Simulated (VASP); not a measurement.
# MgSe (Fm-3m) in VASP: a series of runs

The runs below take MgSe through band structure, dielectric tensor, with PBE, PBE-EpsX.

Program: VASP 6.6.1. These are calculated values, not measurements. Logs are shortened: lines on timing, memory, paths and dates and some standing lists are left out, and cuts for length are marked.

## (1) The crystal as given

Symmetry: Fm-3m, No. 225, cubic system. Conventional cell: a = 5.451 Å, b = 5.451 Å, c = 5.451 Å, α = 90.00°, β = 90.00°, γ = 90.00°. Around Se (site symmetry m-3m) lie 6 Mg at 2.73 Å. Around Mg (site symmetry m-3m) lie 6 Se at 2.73 Å.

## (2) Band structure, PBE

Input file POSCAR:

```
MgSe
1.0
    0.0000000000      2.7255000000      2.7255000000
    2.7255000000      0.0000000000      2.7255000000
    2.7255000000      2.7255000000      0.0000000000
Se Mg
1 1
Direct
    0.5000000000      0.5000000000      0.5000000000
    0.0000000000      0.0000000000      0.0000000000
```

Input file INCAR.step1:

```
PREC = Accurate
ENCUT = 250
EDIFF = 1E-7
ISMEAR = 0
SIGMA = 0.02
LREAL = False
LASPH = True
NELM = 80
ALGO = Normal
ISIF = 2
LWAVE = False
LCHARG = True
GGA = PE
NBANDS = 11
```

Input file KPOINTS.step1:

```
Automatic mesh
0
Gamma
  4 4 4
```

Input file INCAR.step2:

```
PREC = Accurate
ENCUT = 250
EDIFF = 1E-7
ISMEAR = 0
SIGMA = 0.05
LREAL = False
LASPH = True
NELM = 80
ALGO = Normal
ISIF = 2
LWAVE = False
LCHARG = False
GGA = PE
NBANDS = 11
ICHARG = 11
```

Input file KPOINTS.step2:

```
path GXWKGLUWLK,UX
15
line-mode
reciprocal
 0.0000000000  0.0000000000  0.0000000000  G
 0.5000000000  0.0000000000  0.5000000000  X

 0.5000000000  0.0000000000  0.5000000000  X
 0.5000000000  0.2500000000  0.7500000000  W

 0.5000000000  0.2500000000  0.7500000000  W
 0.3750000000  0.3750000000  0.7500000000  K

 0.3750000000  0.3750000000  0.7500000000  K
 0.0000000000  0.0000000000  0.0000000000  G

 0.0000000000  0.0000000000  0.0000000000  G
 0.5000000000  0.5000000000  0.5000000000  L

 0.5000000000  0.5000000000  0.5000000000  L
 0.6250000000  0.2500000000  0.6250000000  U

 0.6250000000  0.2500000000  0.6250000000  U
 0.5000000000  0.2500000000  0.7500000000  W

 0.5000000000  0.2500000000  0.7500000000  W
 0.5000000000  0.5000000000  0.5000000000  L

 0.5000000000  0.5000000000  0.5000000000  L
 0.3750000000  0.3750000000  0.7500000000  K

 0.6250000000  0.2500000000  0.6250000000  U
 0.5000000000  0.0000000000  0.5000000000  X
```

Potentials or basis: VASP PAW PBE potentials, release 64 (Se, Mg).

Run with:

```console
> cat potpaw_PBE.64/Se/POTCAR potpaw_PBE.64/Mg/POTCAR > POTCAR
> cp INCAR.step1 INCAR
> cp KPOINTS.step1 KPOINTS
> mpirun -np 1 vasp_std > vasp.out
> cp INCAR.step2 INCAR
> cp KPOINTS.step2 KPOINTS
> mpirun -np 1 vasp_std > vasp.out
```

OUTCAR:

```text
PREC = Accurate
   ENCUT = 250
   EDIFF = 1E-7
   ISMEAR = 0
   LREAL = False
   LASPH = True
   NELM = 80
   ISIF = 2
   GGA = PE
   ICHARG = 11

 ion  position               nearest neighbor table
   1  0.500  0.500  0.500-   2 2.73   2 2.73   2 2.73   2 2.73   2 2.73   2 2.73
   2  0.000  0.000  0.000-   1 2.73   1 2.73   1 2.73   1 2.73   1 2.73   1 2.73

  LATTYP: Found a face centered cubic cell.
 ALAT       =     5.4510000000

  Lattice vectors:

 A1 = (   0.0000000000,   2.7255000000,   2.7255000000)
 A2 = (   2.7255000000,   0.0000000000,   2.7255000000)
 A3 = (   2.7255000000,   2.7255000000,   0.0000000000)

Analysis of symmetry for initial positions (statically):
=====================================================================
 Subroutine PRICEL returns:
 Original cell was already a primitive cell.

 Routine SETGRP: Setting up the symmetry group for a
 face centered cubic supercell.

 Subroutine GETGRP returns: Found 48 space group operations
 (whereof 48 operations were pure point group operations)
 out of a pool of 48 trial point group operations.

The static configuration has the point symmetry O_h .

Analysis of symmetry for dynamics (positions and initial velocities):
=====================================================================
 Subroutine PRICEL returns:
 Original cell was already a primitive cell.

 Routine SETGRP: Setting up the symmetry group for a
 face centered cubic supercell.

 Subroutine GETGRP returns: Found 48 space group operations
 (whereof 48 operations were pure point group operations)
 out of a pool of 48 trial point group operations.

The dynamic configuration has the point symmetry O_h .

 Subroutine INISYM returns: Found 48 space group operations
 (whereof 48 operations are pure point group operations),
 and found     1 'primitive' translations

----------------------------------------------------------------------------------------

                                     Primitive cell

  volume of cell :      40.4919

  direct lattice vectors                    reciprocal lattice vectors
     0.000000000  2.725500000  2.725500000    -0.183452578  0.183452578  0.183452578
     2.725500000  0.000000000  2.725500000     0.183452578 -0.183452578  0.183452578
     2.725500000  2.725500000  0.000000000     0.183452578  0.183452578 -0.183452578

  length of vectors
     3.854439064  3.854439064  3.854439064     0.317749185  0.317749185  0.317749185

  position of ions in fractional coordinates (direct lattice)
     0.500000000  0.500000000  0.500000000
[... 82 lines left out ...]
   PSTRESS=    0.0 pullay stress
   NELECT =       8.0000    total number of electrons
   NUPDOWN=      -1.0000    fix difference up-down
   EMIN   =  10.00;   EMAX   =-10.00  energy-range for DOS
   EFERMI =   0.00;   METHOD = LEGACY
   ISMEAR =     0;   SIGMA  =   0.05  broadening in eV -4-tet -1-fermi 0-gaus
   EFERMI_NEDOS =   21; number of points for ismear=-14 and -15
   IALGO  =     38    algorithm
   IMIX   =      4    mixing-type and parameters
     AMIX     =   0.40;   BMIX     =  1.00
     AMIX_MAG =   1.60;   BMIX_MAG =  1.00
  volume/ion in A,a.u.               =      20.25       136.63
  Fermi-wavevector in a.u.,A,eV,Ry     =   0.953488  1.801831 12.369596  0.909140
  Thomas-Fermi vector in A             =   2.082148
   LORBIT       =      0    0 simple, 1 ext, 2 COOP (PROOUT), +10 PAW based schemes
   GGA     = PE    functional components
   LHFCALC =     F    Hartree Fock is set to
   AEXX    =    0.0000 exact exchange contribution
   IVDW    =     0    specifies the selected vdW correction
   LEPSILON=     F    determine dielectric tensor
   LRPA    =     F    only Hartree local field effects (RPA)
 non-spin polarized calculation
 Gauss-broadening in eV      SIGMA  =   0.05
  energy-cutoff  :      250.00
  volume of cell :       40.49
 maximum number of plane-waves:       380
 NGX is ok and might be reduce to    20

 number of electron       8.0000008 magnetization

 Free energy of the ion-electron system (eV)
  ---------------------------------------------------
  ext. energy  EPLUGINS =         0.00000000
  ---------------------------------------------------
  free energy    TOTEN  =        -7.71133278 eV

  energy without entropy =       -7.71133278  energy(sigma->0) =       -7.71133278

 E-fermi :   3.5291     XC(G=0):  -9.4778

 val. band max:        3.2645936087   @ k =   0.0000   0.0000   0.0000
 cond. band min:       5.0356295704   @ k =   0.5000   0.0000   0.5000
 fundamental gap:      1.7710359617
 Fermi energy:         3.5291132144

 k-point     1 :       0.0000    0.0000    0.0000
  band No.  band energies     occupation
      1      -9.6774      2.00000
      2       3.2646      2.00000
      3       3.2646      2.00000
      4       3.2646      2.00000
      5       5.8480      0.00000
      6      10.6577      0.00000
      7      10.6577      0.00000
      8      10.6577      0.00000
      9      13.2172      0.00000
     10      13.2172      0.00000
     11      14.2240      0.00000
[... 309 lines left out ...]
 k-point    24 :       0.5000    0.1429    0.6429
  band No.  band energies     occupation
      1      -8.2039      2.00000
      2      -0.6945      2.00000
      3       0.7624      2.00000
      4       0.9493      2.00000
      5       6.4376      0.00000
      6       8.6142      0.00000
      7      12.0019      0.00000
      8      13.2687      0.00000
      9      15.7369      0.00000
     10      17.4037      0.00000
     11      17.7484      0.00000

 [... further k-points ...]

------------------------ aborting loop because EDIFF is reached ----------------------------------------

  FORCE on cell =-STRESS in cart. coord.  units (eV):
  Direction    XX          YY          ZZ          XY          YZ          ZX
  --------------------------------------------------------------------------------------
  -------------------------------------------------------------------------------------
  Total       -0.1807006     -0.1807006     -0.1807006      0.0000000      0.0000000      0.0000000
  in kB       -7.1499283     -7.1499283     -7.1499283      0.0000000      0.0000000      0.0000000
  external PRESSURE =      -7.1499283 kB  Pullay stress =       0.0000000 kB

 VOLUME and BASIS-vectors are now :
 -----------------------------------------------------------------------------
  energy-cutoff  :      250.00
  volume of cell :       40.49
      direct lattice vectors                 reciprocal lattice vectors
     0.000000000  2.725500000  2.725500000    -0.183452578  0.183452578  0.183452578
     2.725500000  0.000000000  2.725500000     0.183452578 -0.183452578  0.183452578
     2.725500000  2.725500000  0.000000000     0.183452578  0.183452578 -0.183452578

 POSITION                                       TOTAL-FORCE (eV/Angst)
 -----------------------------------------------------------------------------------
      2.72550      2.72550      2.72550        -0.000000     -0.000000     -0.000000
      0.00000      0.00000      0.00000         0.000000      0.000000      0.000000
 -----------------------------------------------------------------------------------
    total drift:                                0.000000      0.000000      0.000000

  FREE ENERGIE OF THE ION-ELECTRON SYSTEM (eV)
  ---------------------------------------------------
  free  energy   TOTEN  =        -7.7113327756 eV

  energy  without entropy=       -7.7113327756  energy(sigma->0) =       -7.71133278
```

Run time: 11 s. Hardware: 1 thread of Intel Xeon Platinum 8488C (Sapphire Rapids), shared host; peak memory 0.13 GiB.

Results:

```yaml
Band_gap_on_the_k_mesh: 1.77 eV, indirect (least direct gap 2.58 eV)
Band_gap_along_the_path: 1.77 eV, indirect (least direct gap 2.58 eV)
```

Levels at the corners of the path, in eV from the valence-band top:
```csv
point,band 1,band 2,band 3,band 4,band 5,band 6,band 7,band 8
Γ,-12.94,0.00,0.00,0.00,2.58,7.39,7.39,7.39
X,-11.49,-4.28,-1.79,-1.79,1.77,3.94,11.75,12.17
X,-11.49,-4.28,-1.79,-1.79,1.77,3.94,11.75,12.17
W,-11.45,-3.33,-3.33,-2.57,4.52,6.95,7.56,7.56
W,-11.45,-3.33,-3.33,-2.57,4.52,6.95,7.56,7.56
K,-11.49,-3.79,-3.35,-1.44,3.01,6.27,8.92,9.84
K,-11.49,-3.79,-3.35,-1.44,3.01,6.27,8.92,9.84
Γ,-12.94,0.00,0.00,0.00,2.58,7.39,7.39,7.39
Γ,-12.94,0.00,0.00,0.00,2.58,7.39,7.39,7.39
L,-11.81,-4.97,-0.58,-0.58,3.81,6.07,6.07,8.60
L,-11.81,-4.97,-0.58,-0.58,3.81,6.07,6.07,8.60
U,-11.49,-3.79,-3.35,-1.44,3.01,6.27,8.92,9.84
U,-11.49,-3.79,-3.35,-1.44,3.01,6.27,8.92,9.84
W,-11.45,-3.33,-3.33,-2.57,4.52,6.95,7.56,7.56
W,-11.45,-3.33,-3.33,-2.57,4.52,6.95,7.56,7.56
L,-11.81,-4.97,-0.58,-0.58,3.81,6.07,6.07,8.60
L,-11.81,-4.97,-0.58,-0.58,3.81,6.07,6.07,8.60
K,-11.49,-3.79,-3.35,-1.44,3.01,6.27,8.92,9.84
U,-11.49,-3.79,-3.35,-1.44,3.01,6.27,8.92,9.84
X,-11.49,-4.28,-1.79,-1.79,1.77,3.94,11.75,12.17
```

Caveat: the k mesh is coarse (spacing up to 0.50 Å⁻¹), so the values aren't converged; the cutoff is under 1.25 times the usual one of these potentials, so pressure, stress and relaxed cells hold a basis-set (Pulay) error; the log is that of the step along the path at fixed density, whose energy, stress, charges and moments have no meaning.

## (3) Band structure, PBE

POSCAR is that of step 2.

Changes to INCAR.step1 since step 2:

```diff
@@ -1,3 +1,3 @@
 PREC = Accurate
-ENCUT = 250
+ENCUT = 450
 EDIFF = 1E-7
```

Input file KPOINTS.step1:

```
Automatic mesh
0
Gamma
  8 8 8
```

Changes to INCAR.step2 since step 2:

```diff
@@ -1,3 +1,3 @@
 PREC = Accurate
-ENCUT = 250
+ENCUT = 450
 EDIFF = 1E-7
```

KPOINTS.step2 is that of step 2.

Potentials or basis: VASP PAW PBE potentials, release 64 (Se_GW, Mg_GW).

Run with:

```console
> cat potpaw_PBE.64/Se_GW/POTCAR potpaw_PBE.64/Mg_GW/POTCAR > POTCAR
> cp INCAR.step1 INCAR
> cp KPOINTS.step1 KPOINTS
> mpirun -np 1 vasp_std > vasp.out
> cp INCAR.step2 INCAR
> cp KPOINTS.step2 KPOINTS
> mpirun -np 1 vasp_std > vasp.out
```

Run time: 29 s. Hardware: 1 thread of Intel Xeon Platinum 8488C (Sapphire Rapids), shared host; peak memory 0.18 GiB.

It converged, with:

```
Band gap on the k mesh  : 1.80 eV, indirect (least direct gap 2.58 eV)
Band gap along the path : 1.80 eV, indirect (least direct gap 2.58 eV)
```

Levels at the corners of the path, in eV from the valence-band top:
```
point  band 1  band 2  band 3  band 4  band 5  band 6  band 7  band 8  band 9
    Γ  -12.95    0.00    0.00    0.00    2.58    7.41    7.41    7.41    9.97
    X  -11.50   -4.27   -1.79   -1.79    1.80    3.96   11.74   12.16   12.16
    X  -11.50   -4.27   -1.79   -1.79    1.80    3.96   11.74   12.16   12.16
    W  -11.47   -3.32   -3.32   -2.55    4.54    6.97    7.57    7.57   13.10
    W  -11.47   -3.32   -3.32   -2.55    4.54    6.97    7.57    7.57   13.10
    K  -11.51   -3.78   -3.34   -1.44    3.04    6.28    8.93    9.85   10.42
    K  -11.51   -3.78   -3.34   -1.44    3.04    6.28    8.93    9.85   10.42
    Γ  -12.95    0.00    0.00    0.00    2.58    7.41    7.41    7.41    9.97
    Γ  -12.95    0.00    0.00    0.00    2.58    7.41    7.41    7.41    9.97
    L  -11.82   -4.95   -0.58   -0.58    3.82    6.10    6.10    8.62   11.44
    L  -11.82   -4.95   -0.58   -0.58    3.82    6.10    6.10    8.62   11.44
    U  -11.51   -3.78   -3.34   -1.44    3.04    6.28    8.93    9.85   10.42
    U  -11.51   -3.78   -3.34   -1.44    3.04    6.28    8.93    9.85   10.42
    W  -11.47   -3.32   -3.32   -2.55    4.54    6.97    7.57    7.57   13.10
    W  -11.47   -3.32   -3.32   -2.55    4.54    6.97    7.57    7.57   13.10
    L  -11.82   -4.95   -0.58   -0.58    3.82    6.10    6.10    8.62   11.44
    L  -11.82   -4.95   -0.58   -0.58    3.82    6.10    6.10    8.62   11.44
    K  -11.51   -3.78   -3.34   -1.44    3.04    6.28    8.93    9.85   10.42
    U  -11.51   -3.78   -3.34   -1.44    3.04    6.28    8.93    9.85   10.42
    X  -11.50   -4.27   -1.79   -1.79    1.80    3.96   11.74   12.16   12.16
```

Caveat: the log is that of the step along the path at fixed density, whose energy, stress, charges and moments have no meaning. Expect the measured gap to be larger: semilocal functionals such as PBE lack the derivative discontinuity.

(Continued in part 2 of 2.)
